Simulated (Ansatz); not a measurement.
AlCu, 2 atoms in the cell. Symmetry: Pm-3m, No. 221, cubic system. The conventional cell has a = 2.998 Å, b = 2.998 Å, c = 2.998 Å, α = 90.00°, β = 90.00°, γ = 90.00°. Cu (site symmetry m-3m) is surrounded by 8 Al at 2.60 Å. Al (site symmetry m-3m) is surrounded by 8 Cu at 2.60 Å. The cell comes from a database or a generator and needn't be the stable form of this composition.

```yaml
Program: Ansatz 0.2.0
Task: band structure
Functional: PBEsol
Potentials_or_basis: all-electron LAPW, scalar-relativistic
Cutoff: 233 eV (chosen from the basis error)
Basis_error_allowed: 0.001 eV/atom
k_mesh: 9 × 9 × 9
Occupations: fermi-dirac, width 0.05 eV
Spin: no spin polarisation
```

Potentials or basis: all-electron LAPW, scalar-relativistic.

The run is started by

```console
$ ansatz run input.yaml --threads 1 --pin off --max-ram 3072MiB --backend cpu --events-out ev --progress --plain --runs-dir out
```

Hardware: 1 thread of Arm Neoverse V2, with other jobs on the host.

Q: Estimate the wall time of this run.

A: Wall time 6.5 s on 1 thread of Arm Neoverse V2, on a shared host, peak memory 0.27 GiB. Counts: scf iterations 10, plane waves 203, k points 35, bands 19.
